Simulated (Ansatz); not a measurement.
Wanted: the native input for an Ansatz 0.2.0 run.

| Item | Value |
| --- | --- |
| Task | single point |
| Functional | PBE |
| Potentials or basis | Ansatz PAW |
| Cutoff | 420 eV (not typed: the program's choice for these potentials) |
| k mesh | 12 × 12 × 1 |
| Occupations | fermi-dirac, width 0.05 eV |
| Spin | no spin polarisation |
| Boundary along the surface normal | dipole_correction |
| Miller | [0, 0, 1] |
| Bulk formula | BN |

The system is BN, a slab with vacuum.

```
CELL_PARAMETERS angstrom
2.50399 0.00000 0.00000
-1.25200 2.16852 0.00000
0.00000 0.00000 24.99180
ATOMIC_POSITIONS crystal
B 0.66667 0.33333 0.30010
N 0.33333 0.66667 0.30010
B 0.33333 0.66667 0.43337
N 0.66667 0.33333 0.43337
B 0.66667 0.33333 0.56663
N 0.33333 0.66667 0.56663
B 0.33333 0.66667 0.69990
N 0.66667 0.33333 0.69990
```

The cell isn't the ideal one: the (0 0 1) slab of BN, cut from the database cell, not relaxed.

These files were run (other wordings do the same):

input.yaml

```yaml
crystal:
  lattice:
    - [2.5039917043, 0.0, 0.0]
    - [-1.2519958521, 2.1685204268, 0.0]
    - [0.0, 0.0, 24.9918]
  atoms:
    - { symbol: B, position: [0.6666666667, 0.3333333334, 0.3000984323] }
    - { symbol: "N", position: [0.3333333333, 0.6666666666, 0.3000984323] }
    - { symbol: B, position: [0.3333333333, 0.6666666666, 0.4333661441] }
    - { symbol: "N", position: [0.6666666667, 0.3333333334, 0.4333661441] }
    - { symbol: B, position: [0.6666666667, 0.3333333334, 0.5666338559] }
    - { symbol: "N", position: [0.3333333333, 0.6666666666, 0.5666338559] }
    - { symbol: B, position: [0.3333333333, 0.6666666666, 0.6999015677] }
    - { symbol: "N", position: [0.6666666667, 0.3333333334, 0.6999015677] }
hamiltonian:
  xc: pbe
  pseudopotentials: { kind: paw }
kpoints:
  mp_grid: { grid: [12, 12, 1] }
scf:
  occupations: { method: fermi_dirac, width: 0.05 }
output:
  forces: true
  eigenvalues: true
efield:
  axis: 3
  dipole_correction: true
  ramp_width: 0.04
```

Potentials or basis: Ansatz PAW.

Launch:

```sh
$ ansatz run input.yaml --threads 4 --pin off --max-ram 11264MiB --backend cpu --events-out ev --progress --plain --runs-dir out
```

It gave:

The largest force is 0.066 eV/Å, the band gap on the k mesh is 4.34 eV, indirect (least direct gap 4.68 eV) and the work function of the upper face is 3.65 eV. The work function of the lower face is 3.65 eV. The dipole across the slab is 0.000 e·Å.

Wall time 2.5 s on 4 threads of Arm Neoverse V1 (shared host), peak memory 0.39 GiB.
